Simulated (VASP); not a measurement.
# MoS2 in VASP: notebook, part 2 of 2

VASP 6.6.1. The steps go on from the part before.

### Step 3. Single point, PBE0

POSCAR

```
MoS2
1.0
    3.1841260822      0.0000000000      0.0000000000
   -1.5920630411      2.7575340760      0.0000000000
    0.0000000000      0.0000000000     17.3345999500
Mo S
1 2
Direct
    0.0000000000      0.0000000000      0.0000000000
    0.3333333333      0.6666666667      0.9105070200
    0.3333333333      0.6666666667      0.0894929800
```

INCAR.step1

```
PREC = Accurate ; ENCUT = 350
EDIFF = 1E-5 ; ISMEAR = 0
SIGMA = 0.01 ; LREAL = False
LASPH = True ; NELM = 100
ALGO = Normal ; ISIF = 2
LWAVE = True ; LCHARG = False
NKRED = 1 ; NBANDS = 21
GGA = PE
```

INCAR.step2

```
PREC = Accurate ; ENCUT = 350
EDIFF = 1E-6 ; ISMEAR = 0
SIGMA = 0.01 ; LREAL = False
LASPH = True ; NELM = 100
ALGO = Normal ; ISIF = 2
LWAVE = False ; LCHARG = False
GGA = PE ; LHFCALC = True
AEXX = 0.25 ; PRECFOCK = Low
NKRED = 1 ; NBANDS = 21
ISTART = 1
```

KPOINTS

```
Automatic mesh
0
Gamma
  5 5 1
```

Potentials or basis: VASP PAW PBE potentials, release 64 (Mo_sv, S).

On the command line:

```sh
cat potpaw_PBE.64/Mo_sv/POTCAR potpaw_PBE.64/S/POTCAR > POTCAR
cp INCAR.step1 INCAR
mpirun -np 1 vasp_std > vasp.out
cp INCAR.step2 INCAR
mpirun -np 1 vasp_std > vasp.out
```

OUTCAR:

```text
PREC = Accurate
   ENCUT = 350
   EDIFF = 1E-6
   ISMEAR = 0
   LREAL = False
   LASPH = True
   NELM = 100
   ISIF = 2
   GGA = PE
   LHFCALC = True
   AEXX = 0.25
   PRECFOCK = Low
   NKRED = 1
   ISTART = 1

 Found      5 irreducible k-points:

 Following reciprocal coordinates:
            Coordinates               Weight
  0.000000  0.000000  0.000000      1.000000
  0.200000  0.000000  0.000000      6.000000
  0.400000  0.000000  0.000000      6.000000
  0.200000  0.200000  0.000000      6.000000
  0.400000  0.200000  0.000000      6.000000
   k-points           NKPTS =      5   k-points in BZ     NKDIM =     25   number of bands    NBANDS=     21
   number of dos      NEDOS =    301   number of ions     NIONS =      3
   total plane-waves  NPLWV =  43200
   dimension x,y,z NGX =    20 NGY =   20 NGZ =  108
   dimension x,y,z NGXF=    40 NGYF=   40 NGZF=  216
   ions per type =               1   2
   NGX,Y,Z   is equivalent  to a cutoff of  10.44, 10.44, 10.36 a.u.
   NGXF,Y,Z  is equivalent  to a cutoff of  20.88, 20.88, 20.72 a.u.
 SYSTEM =  unknown system
   PREC   = accura    normal or accurate (medium, high low for compatibility)
   ISTART =      1    job   : 0-new  1-cont  2-samecut
   ICHARG =      0    charge: 1-file 2-atom 10-const
   ISPIN  =      1    spin polarized calculation?
   LNONCOLLINEAR =      F non collinear calculations
[... 61 lines left out ...]

 E-fermi :  -2.1014     XC(G=0):  -3.3875

 val. band max:       -2.2283582020   @ k =   0.0000   0.0000   0.0000
 cond. band min:       1.0538074197   @ k =   0.4000   0.2000   0.0000
 fundamental gap:      3.2821656216
 Fermi energy:        -2.1014230430

 k-point     1 :       0.0000    0.0000    0.0000
  band No.  band energies     occupation
      1     -67.1820      2.00000
      2     -39.9002      2.00000
      3     -39.6628      2.00000
      4     -39.6628      2.00000
      5     -18.0007      2.00000
      6     -16.5106      2.00000
[... 109 lines left out ...]
     20       8.6804      0.00000
     21       9.0396      0.00000

------------------------ aborting loop because EDIFF is reached ----------------------------------------

  FORCE on cell =-STRESS in cart. coord.  units (eV):
  Direction    XX          YY          ZZ          XY          YZ          ZX
  --------------------------------------------------------------------------------------
  -------------------------------------------------------------------------------------
  Total       -1.5988057     -1.5988057     -1.1659486      0.0000000      0.0000000     -0.0000000
  in kB      -16.8298909    -16.8298909    -12.2734039      0.0000000      0.0000000     -0.0000000
  external PRESSURE =     -15.3110619 kB  Pullay stress =       0.0000000 kB

 VOLUME and BASIS-vectors are now :
 -----------------------------------------------------------------------------
  energy-cutoff  :      350.00
  volume of cell :      152.20
      direct lattice vectors                 reciprocal lattice vectors
     3.184126082  0.000000000  0.000000000     0.314057915  0.181321422  0.000000000
    -1.592063041  2.757534076  0.000000000     0.000000000  0.362642844  0.000000000
     0.000000000  0.000000000 17.334599950     0.000000000  0.000000000  0.057688092

 POSITION                                       TOTAL-FORCE (eV/Angst)
 -----------------------------------------------------------------------------------
      0.00000      0.00000      0.00000         0.000000      0.000000     -0.000000
     -0.00000      1.83836     15.78327        -0.000000      0.000000      0.319018
     -0.00000      1.83836      1.55133        -0.000000      0.000000     -0.319018
 -----------------------------------------------------------------------------------
    total drift:                               -0.000001      0.000000     -0.000000

  FREE ENERGIE OF THE ION-ELECTRON SYSTEM (eV)
  ---------------------------------------------------
  free  energy   TOTEN  =       -28.4397199397 eV

  energy  without entropy=      -28.4397199397  energy(sigma->0) =      -28.43971994
```

Wall time 2.8 min (1 thread of Intel Xeon Platinum 8259CL at 2.50GHz (Skylake/Cascade Lake), shared host); peak memory 0.2 GiB.

These settings aren't checked as converged: the numbers below hold their error.

What came out:

```
Free energy            : -28.4397 eV
Largest force          : 0.319 eV/Å
Band gap on the k mesh : 3.28 eV, indirect (least direct gap 3.59 eV)
```

Caveat: the k mesh is coarse (spacing up to 0.46 Å⁻¹), so the values aren't converged, least of all with exact exchange; the PAW data sets were made with another functional, which shifts forces and pressure a little.

### Step 4. Single point, PBE0

POSCAR is that of step 3.

INCAR.step1: that of step 3 with these lines changed.

```diff
@@ -1,2 +1,2 @@
-PREC = Accurate ; ENCUT = 350
+PREC = Accurate ; ENCUT = 400
 EDIFF = 1E-5 ; ISMEAR = 0
```

INCAR.step2

```
PREC = Accurate ; ENCUT = 400
EDIFF = 1E-6 ; ISMEAR = 0
SIGMA = 0.01 ; LREAL = False
LASPH = True ; NELM = 100
ALGO = Normal ; ISIF = 2
LWAVE = False ; LCHARG = False
GGA = PE ; LHFCALC = True
AEXX = 0.25 ; PRECFOCK = Fast
NKRED = 1 ; NBANDS = 21
ISTART = 1
```

KPOINTS is that of step 3.

On the command line:

```sh
cat potpaw_PBE.64/Mo_sv/POTCAR potpaw_PBE.64/S/POTCAR > POTCAR
cp INCAR.step1 INCAR
mpirun -np 1 vasp_std > vasp.out
cp INCAR.step2 INCAR
mpirun -np 1 vasp_std > vasp.out
```

It took 3.2 min on 1 thread of Intel Xeon Platinum 8259CL at 2.50GHz (Skylake/Cascade Lake), shared host; peak memory 0.25 GiB.

The run converged, but some of its settings lie outside the range that counts as converged, so its numbers aren't taken as properties of the slab.

What came out:

- Free energy: -28.4407 eV
- Largest force: 0.309 eV/Å
- Band gap on the k mesh: 3.28 eV, indirect (least direct gap 3.59 eV)

Caveat: the k mesh is coarse (spacing up to 0.46 Å⁻¹), so the values aren't converged, least of all with exact exchange; the PAW data sets were made with another functional, which shifts forces and pressure a little.

### Step 5. Relaxation of cell and atoms, r2SCAN

INCAR

```
PREC = Accurate
ENCUT = 600
EDIFF = 1E-6
ISMEAR = 0
SIGMA = 0.05
LREAL = F
LASPH = T
NELM = 60
ALGO = Normal
ISIF = 3
LWAVE = F
LCHARG = F
METAGGA = R2SCAN
LMIXTAU = T
IBRION = 2
NSW = 60
EDIFFG = -0.005
```

KPOINTS

```
Automatic mesh
0
Gamma
  10 10 2
```

POSCAR is that of step 4.

On the command line:

```sh
cat potpaw_PBE.64/Mo_sv/POTCAR potpaw_PBE.64/S/POTCAR > POTCAR
mpirun -np 1 vasp_std > vasp.out
```

Run time: 25 min. Hardware: 1 thread of Intel Xeon Platinum 8488C (Sapphire Rapids), shared host; peak memory 0.42 GiB.

It converged, with:

```
Free energy                            : -45.0003 eV
Relaxed volume                         : 50.76 Å³/atom
Relaxed cell                           : a = 3.185 Å, b = 3.185 Å, c = 17.339 Å, α = 90.00°, β = 90.00°, γ = 120.00°
Space group after relaxing (to 0.05 Å) : P-6m2 (No. 187)
Energy gained by relaxing              : 0.0 meV/atom
Ionic steps                            : 3
Largest force after relaxing           : 0.003 eV/Å
Band gap on the k mesh                 : 1.83 eV, indirect (least direct gap 2.04 eV)
```

Forces on the atoms (eV/Å):
```
Mo   0.000  0.000  0.000
S    0.000  0.000 -0.003
S    0.000  0.000  0.003
```

Final structure:
```
CELL_PARAMETERS angstrom
3.18464 0.00000 0.00000
-1.59232 2.75798 0.00000
0.00000 0.00000 17.33912
ATOMIC_POSITIONS crystal
Mo 0.00000 0.00000 0.00000
S 0.33333 0.66667 0.91049
S 0.33333 0.66667 0.08951
```

Levels at points of the mesh, in eV from the valence-band top:
```
           k point  band 11  band 12  band 13  band 14  band 15  band 16
(0.00, 0.00, 0.00)    -1.72    -1.72     0.00     2.88     2.88     3.14
(0.50, 0.00, 0.00)    -2.04    -1.18    -0.70     2.32     2.85     4.15
(0.00, 0.00, 0.50)    -1.72    -1.72     0.00     2.88     2.88     3.14
(0.50, 0.00, 0.50)    -2.04    -1.18    -0.70     2.32     2.85     4.15
```

Caveat: the PAW data sets were made with another functional, which shifts forces and pressure a little.

### Step 6. Relaxation of cell and atoms, TPSS

INCAR

```
SYSTEM = MoS2
ALGO = Normal ; EDIFF = 1E-7
EDIFFG = -0.02 ; ENCUT = 600
IBRION = 2 ; ISIF = 3
ISMEAR = 0 ; LASPH = .True.
LCHARG = .False. ; LMIXTAU = .True.
LREAL = .False. ; LWAVE = .False.
METAGGA = TPSS ; NELM = 100
NSW = 40 ; PREC = Accurate
SIGMA = 0.05
```

KPOINTS

```
k-points
0
Gamma
  10 10 2
  0 0 0
```

POSCAR is that of step 5.

Potentials or basis: VASP PAW PBE potentials, release 64 (Mo_sv, S).

On the command line:

```sh
cat potpaw_PBE.64/Mo_sv/POTCAR potpaw_PBE.64/S/POTCAR > POTCAR
mpirun -np 1 vasp_std > vasp.out
```

Run time: 64 min. Hardware: 1 thread of Intel Xeon Platinum 8488C (Sapphire Rapids), shared host; peak memory 0.43 GiB.

It converged, with:

```
Free energy                            : -40.7648 eV
Relaxed volume                         : 50.78 Å³/atom
Relaxed cell                           : a = 3.173 Å, b = 3.173 Å, c = 17.476 Å, α = 90.00°, β = 90.00°, γ = 120.00°
Space group after relaxing (to 0.05 Å) : P-6m2 (No. 187)
Energy gained by relaxing              : 2.4 meV/atom
Ionic steps                            : 5
Largest force after relaxing           : 0.009 eV/Å
Band gap on the k mesh                 : 1.90 eV, indirect (least direct gap 1.98 eV)
```

Forces in eV/Å, atoms in the order of the input:
```
Mo   0.000  0.000  0.000
S    0.000  0.000 -0.009
S    0.000  0.000  0.009
```

Step by step:
| step | energy change (eV) | largest force (eV/Å) | pressure (GPa) | volume (Å³) |
| --- | --- | --- | --- | --- |
| 1 | 0.0000 | 0.3312 | 0.39 | 152.20 |
| 2 | 0.0071 | 0.4635 | -1.07 | 154.93 |
| 3 | -0.0059 | 0.0116 | -0.22 | 153.26 |
| 4 | -0.0071 | 0.0079 | 0.07 | 152.14 |
| 5 | -0.0072 | 0.0085 | 0.01 | 152.35 |

Final structure:
```xyz
3
Lattice="3.1727 0.0000 0.0000 -1.5864 2.7476 0.0000 0.0000 0.0000 17.4761" Properties=species:S:1:pos:R:3 pbc="T T T"
Mo    0.0000    0.0000   17.4761
S     0.0000    1.8318   15.9041
S     0.0000    1.8318    1.5720
```

Levels at points of the mesh, in eV from the valence-band top:
| k point | band 10 | band 11 | band 12 | band 13 | band 14 | band 15 | band 16 | band 17 |
| --- | --- | --- | --- | --- | --- | --- | --- | --- |
| (0.00, 0.00, 0.00) | -1.78 | -1.38 | -1.38 | 0.00 | 2.88 | 2.88 | 3.08 | 3.08 |
| (0.50, 0.00, 0.00) | -3.08 | -1.89 | -0.90 | -0.62 | 2.35 | 2.84 | 4.00 | 4.42 |
| (0.00, 0.00, 0.50) | -1.78 | -1.38 | -1.38 | 0.00 | 2.88 | 2.88 | 3.08 | 3.08 |
| (0.50, 0.00, 0.50) | -3.08 | -1.89 | -0.90 | -0.62 | 2.35 | 2.84 | 4.00 | 4.42 |

Caveat: the PAW data sets were made with another functional, which shifts forces and pressure a little.

### Step 7. The reference run

An earlier run on the cell as given: functional PBEsol; potentials or basis VASP PAW PBE potentials, release 64 (Mo_sv, S); cutoff 520 eV; k mesh 10 × 10 × 2; occupations fermi-dirac, width 0.05 eV; no spin polarisation.

* Largest force: 0.146 eV/Å
* Band gap on the k mesh: 1.74 eV, indirect (least direct gap 1.93 eV)

### Step 8. Summary

```tsv
task	level	cell	cutoff (eV)	smearing	ladder	gap on the mesh (eV)	relaxed volume (Å³/atom)	largest force (eV/Å)
relaxation of cell and atoms	r2SCAN	relaxed	600	gaussian 0.05 eV	-	1.83	50.76	-
relaxation of cell and atoms	TPSS	relaxed	600	gaussian 0.05 eV	-	1.90	50.78	0.01
single point	PBEsol	as given	520	fermi-dirac 0.05 eV	free	1.74	-	0.15
```

Alike in all rows: potentials or basis VASP PAW PBE potentials, release 64 (Mo_sv, S); no spin polarisation; k mesh 10 × 10 × 2.

Caveats: the PAW data sets were made with another functional, which shifts forces and pressure a little.

Total energies depend on the potentials used, so only differences within one code and one set of settings carry meaning.
